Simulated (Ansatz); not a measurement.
## CHF3 (trifluoromethane): the energy, rung by rung

The species is CHF3 (5 atoms), meant as a singlet with charge 0. As SMILES, `FC(F)F`. Geometry: relaxed at GFN2-xTB.

```xyz
5

F    -0.6677   -0.3324    1.0751
C     0.0190    0.0546    0.0068
F     1.0424   -0.7749   -0.1574
F    -0.7713   -0.0388   -1.0564
H     0.3776    1.0915    0.1320
```

Quantity: the energy change with the F1–C2 bond stretched from 1.328 to 1.659 Å, in eV. The values are calculated.

```tsv
level	kind	program	value (eV)	less FCI/STO-3G	CPU time (all runs)
HF/STO-3G (restricted)	Hartree–Fock	Ansatz	1.37	+0.81	0.23 s
PBE/STO-3G (restricted)	GGA	Ansatz	0.39	-0.17	2.4 s
r2SCAN/STO-3G (restricted)	meta-GGA	Ansatz	0.54	-0.02	5.6 s
PBE0/STO-3G (restricted)	global hybrid	Ansatz	0.73	+0.17	2.5 s
HSE06/STO-3G (restricted)	range-separated hybrid	Ansatz	0.72	+0.16	3 s
wB97M-V/STO-3G (restricted)	range-separated hybrid	Ansatz	0.75	+0.19	41 s
B2PLYP/STO-3G (restricted)	double hybrid	Ansatz	0.71	+0.15	3.5 s
BCCD(T)/STO-3G (restricted)	coupled cluster or CI	Ansatz	0.57	+0.01	0.59 s
FCI/STO-3G	exact in the basis	Ansatz	0.56	0.00	52 s
```

FCI/STO-3G is exact within its basis and frozen core, so for wave-function methods in that basis the difference is their error; functionals converge differently with the basis, so for them it is only a difference. The first shape isn't each level's own minimum. The values span 0.39 to 1.37 eV. All rows use very small basis sets, so none should be taken for the real molecule's value. In so small a basis fixed costs decide the times, and correlated methods can beat functionals. CPU times are rough (shared hosts, several kinds of processor and program).
